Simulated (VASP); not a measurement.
# GeS (Pnma) in VASP: a series of runs

The runs below take GeS through relaxation of cell and atoms, with PBE+D3(BJ).

Everything below comes from runs of VASP 6.6.1. Logs are shortened: lines on timing, memory, paths and dates and some standing lists are left out, and cuts for length are marked.

## Step 1: The crystal as given

The structure is orthorhombic, space group Pnma (No. 62). The conventional cell has a = 10.481 Å, b = 3.646 Å, c = 4.299 Å, α = 90.00°, β = 90.00°, γ = 90.00°. Ge (site symmetry m) has 3 S at 2.44 to 2.45 Å as nearest neighbours. S (site symmetry m) is surrounded by 3 Ge at 2.44 to 2.45 Å.

## Step 2: Relaxation of cell and atoms, PBE+D3(BJ)

The input, INCAR:

```
SYSTEM = GeS
ALGO = Normal
EDIFF = 1E-6
EDIFFG = -0.01
ENCUT = 600
GGA = PE
IBRION = 2
ISIF = 3
ISMEAR = 0
IVDW = 12
KPAR = 2
LASPH = .TRUE.
LCHARG = .FALSE.
LREAL = .FALSE.
LWAVE = .FALSE.
NELM = 80
NSW = 90
PREC = Accurate
SIGMA = 0.03
```

The input, KPOINTS:

```
k-points
0
G
  4 8 6
  0 0 0
```

The input, POSCAR:

```
GeS
1.0
   10.4810000000      0.0000000000      0.0000000000
    0.0000000000      3.6460000000      0.0000000000
    0.0000000000      0.0000000000      4.2990000000
Ge S
4 4
Direct
    0.1221000000      0.2500000000      0.1277000000
    0.3779000000      0.7500000000      0.6277000000
    0.6221000000      0.2500000000      0.3723000000
    0.8779000000      0.7500000000      0.8723000000
    0.8495000000      0.2500000000      0.5023000000
    0.6505000000      0.7500000000      0.0023000000
    0.3495000000      0.2500000000      0.9977000000
    0.1505000000      0.7500000000      0.4977000000
```

Potentials or basis: VASP PAW PBE potentials, release 64 (Ge_d, S).

Started as:

```console
cat potpaw_PBE.64/Ge_d/POTCAR potpaw_PBE.64/S/POTCAR > POTCAR
mpirun -np 2 vasp_std > vasp.out
```

OUTCAR:

```text
SYSTEM = GeS
   EDIFF = 1E-6
   EDIFFG = -0.01
   ENCUT = 600
   GGA = PE
   IBRION = 2
   ISIF = 3
   ISMEAR = 0
   IVDW = 12
   LASPH = .TRUE.
   LREAL = .FALSE.
   NELM = 80
   NSW = 90
   PREC = Accurate
 IVDW          = 12

 ion  position               nearest neighbor table
   1  0.122  0.250  0.128-   8 2.44   8 2.44   7 2.45
   2  0.378  0.750  0.628-   7 2.44   7 2.44   8 2.45
   3  0.622  0.250  0.372-   6 2.44   6 2.44   5 2.45
   4  0.878  0.750  0.872-   5 2.44   5 2.44   6 2.45
   5  0.849  0.250  0.502-   4 2.44   4 2.44   3 2.45
   6  0.651  0.750  0.002-   3 2.44   3 2.44   4 2.45
   7  0.349  0.250  0.998-   2 2.44   2 2.44   1 2.45
   8  0.151  0.750  0.498-   1 2.44   1 2.44   2 2.45

  LATTYP: Found a simple orthorhombic cell.
 ALAT       =     3.6460000000
 B/A-ratio  =     1.1791003840
 C/A-ratio  =     2.8746571585

  Lattice vectors:

 A1 = (   0.0000000000,   3.6460000000,   0.0000000000)
 A2 = (   0.0000000000,   0.0000000000,   4.2990000000)
 A3 = (  10.4810000000,   0.0000000000,   0.0000000000)

Analysis of symmetry for initial positions (statically):
=====================================================================
 Subroutine PRICEL returns:
 Original cell was already a primitive cell.

 Routine SETGRP: Setting up the symmetry group for a
 simple orthorhombic supercell.

 Subroutine GETGRP returns: Found  8 space group operations
 (whereof  2 operations were pure point group operations)
 out of a pool of  8 trial point group operations.

The static configuration has the point symmetry S_2 .
 The point group associated with its full space group is D_2h.

Analysis of symmetry for dynamics (positions and initial velocities):
=====================================================================
 Subroutine PRICEL returns:
 Original cell was already a primitive cell.

 Routine SETGRP: Setting up the symmetry group for a
 simple orthorhombic supercell.

 Subroutine GETGRP returns: Found  8 space group operations
 (whereof  2 operations were pure point group operations)
 out of a pool of  8 trial point group operations.

The dynamic configuration has the point symmetry S_2 .
 The point group associated with its full space group is D_2h.

 Subroutine INISYM returns: Found  8 space group operations
 (whereof  2 operations are pure point group operations),
 and found     1 'primitive' translations

----------------------------------------------------------------------------------------

                                     Primitive cell

  volume of cell :     164.2808

  direct lattice vectors                    reciprocal lattice vectors
    10.481000000  0.000000000  0.000000000     0.095410743  0.000000000  0.000000000
     0.000000000  3.646000000  0.000000000     0.000000000  0.274273176  0.000000000
     0.000000000  0.000000000  4.299000000     0.000000000  0.000000000  0.232612235

  length of vectors
    10.481000000  3.646000000  4.299000000     0.095410743  0.274273176  0.232612235

  position of ions in fractional coordinates (direct lattice)
     0.122100000  0.250000000  0.127700000
     0.377900000  0.750000000  0.627700000
     0.622100000  0.250000000  0.372300000
     0.877900000  0.750000000  0.872300000
     0.849500000  0.250000000  0.502300000
     0.650500000  0.750000000  0.002300000
     0.349500000  0.250000000  0.997700000
     0.150500000  0.750000000  0.497700000

  ion indices of the primitive-cell ions
   primitive index   ion index
                 1           1
                 2           2
                 3           3
                 4           4
                 5           5
                 6           6
                 7           7
                 8           8

----------------------------------------------------------------------------------------

 KPOINTS: k-points

Automatic generation of k-mesh.
 Grid dimensions read from file:
 generate k-points for:    4    8    6

 Generating k-lattice:

  Cartesian coordinates                     Fractional coordinates (reciprocal lattice)
     0.023852686  0.000000000  0.000000000     0.250000000  0.000000000  0.000000000
     0.000000000  0.034284147  0.000000000     0.000000000  0.125000000  0.000000000
     0.000000000  0.000000000  0.038768706     0.000000000  0.000000000  0.166666667

  Length of vectors
     0.023852686  0.034284147  0.038768706

  Shift w.r.t. Gamma in fractional coordinates (k-lattice)
     0.000000000  0.000000000  0.000000000

 Subroutine IBZKPT returns following result:
 ===========================================

 Found     60 irreducible k-points:

 Following reciprocal coordinates:
            Coordinates               Weight
  0.000000  0.000000  0.000000      1.000000
  0.250000  0.000000  0.000000      2.000000
  0.500000  0.000000  0.000000      1.000000
  0.000000  0.125000  0.000000      2.000000
  0.250000  0.125000  0.000000      4.000000
  0.500000  0.125000  0.000000      2.000000
[... 16 lines left out ...]
  0.250000  0.250000  0.166667      8.000000
  0.500000  0.250000  0.166667      4.000000
 [... further k-points ...]
   k-points           NKPTS =     60   k-points in BZ     NKDIM =     60   number of bands    NBANDS=     48
   number of dos      NEDOS =    301   number of ions     NIONS =      8
   total plane-waves  NPLWV =  90720
   dimension x,y,z NGX =    84 NGY =   30 NGZ =   36
   dimension x,y,z NGXF=   168 NGYF=   60 NGZF=   72
   ions per type =               4   4
   NGX,Y,Z   is equivalent  to a cutoff of  13.32, 13.68, 13.92 a.u.
   NGXF,Y,Z  is equivalent  to a cutoff of  26.65, 27.36, 27.84 a.u.
 SYSTEM =  GeS
   PREC   = accura    normal or accurate (medium, high low for compatibility)
   ISTART =      0    job   : 0-new  1-cont  2-samecut
   ICHARG =      2    charge: 1-file 2-atom 10-const
   ISPIN  =      1    spin polarized calculation?
   LNONCOLLINEAR =      F non collinear calculations
   LSORBIT =      F    spin-orbit coupling
   LASPH  =      T    aspherical Exc in radial PAW
   ENCUT  =  600.0 eV  44.10 Ry    6.64 a.u.  20.93  7.28  8.59*2*pi/ulx,y,z
   NELM   =     80;   NELMIN=  2; NELMDL= -5     # of ELM steps
   EDIFF  = 0.1E-05   stopping-criterion for ELM
   LREAL  =      F    real-space projection
   EDIFFG = -.1E-01   stopping-criterion for IOM
   NSW    =     90    number of steps for IOM
   IBRION =      2    ionic relax: 0-MD 1-quasi-New 2-CG
   NFREE  =      1    steps in history (QN), initial steepest desc. (CG)
   ISIF   =      3    stress and relaxation
   ISYM   =      2    0-nonsym 1-usesym 2-fastsym
   POTIM  = 0.5000    time-step for ionic-motion
   TEBEG  =    0.0;   TEEND  =   0.0 temperature during run
   PSTRESS=    0.0 pullay stress
   NELECT =      80.0000    total number of electrons
   NUPDOWN=      -1.0000    fix difference up-down
   EMIN   =  10.00;   EMAX   =-10.00  energy-range for DOS
   EFERMI =   0.00;   METHOD = LEGACY
   ISMEAR =     0;   SIGMA  =   0.03  broadening in eV -4-tet -1-fermi 0-gaus
   EFERMI_NEDOS =   21; number of points for ismear=-14 and -15
   IALGO  =     38    algorithm
   IMIX   =      4    mixing-type and parameters
     AMIX     =   0.40;   BMIX     =  1.00
     AMIX_MAG =   1.60;   BMIX_MAG =  1.00
  volume/ion in A,a.u.               =      20.54       138.58
  Fermi-wavevector in a.u.,A,eV,Ry     =   1.287980  2.433930 22.570613  1.658893
  Thomas-Fermi vector in A             =   2.419962
   LORBIT       =      0    0 simple, 1 ext, 2 COOP (PROOUT), +10 PAW based schemes
   GGA     = PE    functional components
   LHFCALC =     F    Hartree Fock is set to
   AEXX    =    0.0000 exact exchange contribution
   IVDW    =    12    specifies the selected vdW correction
   LEPSILON=     F    determine dielectric tensor
   LRPA    =     F    only Hartree local field effects (RPA)
 conjugate gradient relaxation of ions
 non-spin polarized calculation
 Gauss-broadening in eV      SIGMA  =   0.03
  energy-cutoff  :      600.00
  volume of cell :      164.28
 maximum number of plane-waves:      5530
 NGX is ok and might be reduce to    84
   NGX = 41   NGY = 15   NGZ = 17

--------------------------------------- Ionic step        1  -------------------------------------------

 number of electron      80.0000042 magnetization

 Free energy of the ion-electron system (eV)
  ---------------------------------------------------
  ext. energy  EPLUGINS =         0.00000000
  ---------------------------------------------------
  free energy    TOTEN  =       -36.58877192 eV

  energy without entropy =      -36.58877192  energy(sigma->0) =      -36.58877192

 E-fermi :   5.1072     XC(G=0): -10.1150

 val. band max:        4.9804660274   @ k =   0.0000   0.0000   0.0000
 cond. band min:       6.1056317798   @ k =   0.0000   0.0000   0.0000
 fundamental gap:      1.1251657524
 Fermi energy:         5.1071674103

 k-point     1 :       0.0000    0.0000    0.0000
  band No.  band energies     occupation
      1     -19.4159      2.00000
      2     -19.4123      2.00000
      3     -19.4079      2.00000
      4     -19.4055      2.00000
      5     -19.4046      2.00000
      6     -19.4030      2.00000
[... 1213 lines left out ...]
     47       9.0511      0.00000
     48       9.0511      0.00000

 [... further k-points ...]

------------------------ aborting loop because EDIFF is reached ----------------------------------------

 Edisp (eV)   -2.61594

 E8    (eV) :    -1.0648
[... 123 lines left out ...]
  FREE ENERGIE OF THE ION-ELECTRON SYSTEM (eV)
  ---------------------------------------------------
  free  energy   TOTEN  =       -39.2473720418 eV

  energy  without entropy=      -39.2473720418  energy(sigma->0) =      -39.24737204

[... ionic steps 4 to 29 ...]

--------------------------------------- Ionic step       30  -------------------------------------------

 number of electron      80.0000006 magnetization

------------------------ aborting loop because EDIFF is reached ----------------------------------------
[... 87 lines left out ...]
--------------------------------------- Ionic step       32  -------------------------------------------

 number of electron      80.0000005 magnetization

 Free energy of the ion-electron system (eV)
  ---------------------------------------------------
  ext. energy  EPLUGINS =         0.00000000
  ---------------------------------------------------
  free energy    TOTEN  =       -36.63954918 eV

  energy without entropy =      -36.63954918  energy(sigma->0) =      -36.63954918

 E-fermi :   4.7400     XC(G=0):  -9.9212

 val. band max:        4.5245659900   @ k =   0.0000   0.0000   0.3333
 cond. band min:       5.7514497680   @ k =   0.0000   0.0000   0.0000
 fundamental gap:      1.2268837780
 Fermi energy:         4.7399627548

 k-point     1 :       0.0000    0.0000    0.0000
  band No.  band energies     occupation
      1     -19.8129      2.00000
      2     -19.8106      2.00000
      3     -19.8061      2.00000
      4     -19.8047      2.00000
      5     -19.8045      2.00000
      6     -19.8034      2.00000
[... 1213 lines left out ...]
     47       8.5556      0.00000
     48       8.5556      0.00000

 [... further k-points ...]

------------------------ aborting loop because EDIFF is reached ----------------------------------------

 Edisp (eV)   -2.61827

 E8    (eV) :    -1.0685
[... 31 lines left out ...]
  FREE ENERGIE OF THE ION-ELECTRON SYSTEM (eV)
  ---------------------------------------------------
  free  energy   TOTEN  =       -39.2578194059 eV

  energy  without entropy=      -39.2578194059  energy(sigma->0) =      -39.25781941

 reached required accuracy - stopping structural energy minimisation
```

It took 69 min on 2 MPI ranks of Intel Xeon Platinum 8488C (Sapphire Rapids), shared host; peak memory 0.59 GiB.

What came out:

```yaml
Free_energy: -39.2578 eV
Relaxed_volume: 21.35 Å³/atom
Relaxed_cell: a = 10.656 Å, b = 3.685 Å, c = 4.349 Å, α = 90.00°, β = 90.00°, γ = 90.00°
Space_group_after_relaxing_to_0.05_Å: Pnma (No. 62)
Energy_gained_by_relaxing: 6.6 meV/atom
Ionic_steps: 32
Pressure_after_relaxing: 0.0 GPa
Largest_force_after_relaxing: 0.003 eV/Å
Band_gap_on_the_k_mesh: 1.23 eV, indirect (least direct gap 1.26 eV)
Dispersion_energy_per_atom: -0.327 eV
```

Forces in eV/Å, atoms in the order of the input:
```
Ge  -0.003  0.000  0.002
Ge   0.003  0.000  0.002
Ge  -0.003  0.000 -0.002
Ge   0.003  0.000 -0.002
S    0.000  0.000 -0.003
S    0.000  0.000 -0.003
S    0.000  0.000  0.003
S    0.000  0.000  0.003
```

The path:
```tsv
step	energy change (eV)	largest force (eV/Å)	pressure (GPa)	volume (Å³)
1	0.0000	0.1152	2.31	164.28
2	-0.0376	0.2152	-0.85	171.41
3	-0.0427	0.1588	0.02	169.67
4	-0.0468	0.1121	-0.06	170.16
5	-0.0495	0.0605	-0.16	170.75
6	-0.0476	0.0686	-0.34	171.92
7	-0.0499	0.0371	-0.20	171.08
8	-0.0508	0.0470	0.23	170.36
9	-0.0508	0.0435	0.15	170.49
10	-0.0519	0.0225	0.08	170.67
11	-0.0521	0.0162	0.03	170.78
12	-0.0522	0.0192	0.02	170.80
13	-0.0523	0.0145	-0.04	170.91
14	-0.0523	0.0122	-0.05	170.97
15	-0.0524	0.0144	-0.11	171.09
16	-0.0524	0.0160	-0.07	171.06
17	-0.0525	0.0214	0.00	170.97
18	-0.0526	0.0185	0.00	170.96
19	-0.0527	0.0109	0.01	170.94
20	-0.0526	0.0199	0.02	170.90
21	-0.0527	0.0124	-0.04	170.93
22	-0.0527	0.0137	-0.02	170.92
23	-0.0527	0.0134	0.01	170.87
24	-0.0528	0.0150	0.06	170.73
25	-0.0529	0.0148	-0.03	170.81
26	-0.0529	0.0148	-0.05	170.84
27	-0.0529	0.0103	-0.04	170.80
28	-0.0530	0.0113	-0.01	170.74
29	-0.0530	0.0101	0.03	170.70
30	-0.0530	0.0093	0.08	170.64
31	-0.0531	0.0077	0.05	170.67
32	-0.0531	0.0035	-0.01	170.77
```

Final structure:
```xyz
8
Lattice="10.6556 0.0000 0.0000 0.0000 3.6852 0.0000 0.0000 0.0000 4.3488" Properties=species:S:1:pos:R:3 pbc="T T T"
Ge    1.3292    0.9213    0.5770
Ge    3.9986    2.7639    2.7513
Ge    6.6571    0.9213    1.5974
Ge    9.3264    2.7639    3.7718
S     9.0520    0.9213    2.1590
S     6.9315    2.7639    4.3334
S     3.7242    0.9213    0.0154
S     1.6036    2.7639    2.1898
```

Levels at points of the mesh, in eV from the valence-band top:
```csv
k point,band 37,band 38,band 39,band 40,band 41,band 42,band 43,band 44
"(0.00, 0.00, 0.00)",-1.57,-0.83,-0.72,-0.03,1.23,2.73,2.83,3.05
"(0.50, 0.00, 0.00)",-1.79,-1.79,-0.33,-0.33,2.53,2.53,2.66,2.66
"(0.00, 0.50, 0.00)",-1.34,-1.34,-1.01,-1.01,1.58,1.58,1.64,1.64
"(0.50, 0.50, 0.00)",-1.36,-1.36,-1.36,-1.36,1.85,1.85,1.85,1.85
"(0.00, 0.00, 0.50)",-0.85,-0.85,-0.21,-0.21,1.75,1.75,2.54,2.54
"(0.50, 0.00, 0.50)",-0.65,-0.65,-0.24,-0.24,1.74,1.74,2.43,2.43
"(0.00, 0.50, 0.50)",-2.03,-2.03,-1.24,-1.24,3.19,3.19,3.40,3.40
"(0.50, 0.50, 0.50)",-1.36,-1.36,-1.36,-1.36,2.97,2.97,2.97,2.97
```

A k mesh can miss the band edges. Zero-point motion and thermal expansion aren't in these numbers.

(Continued in part 2 of 2.)
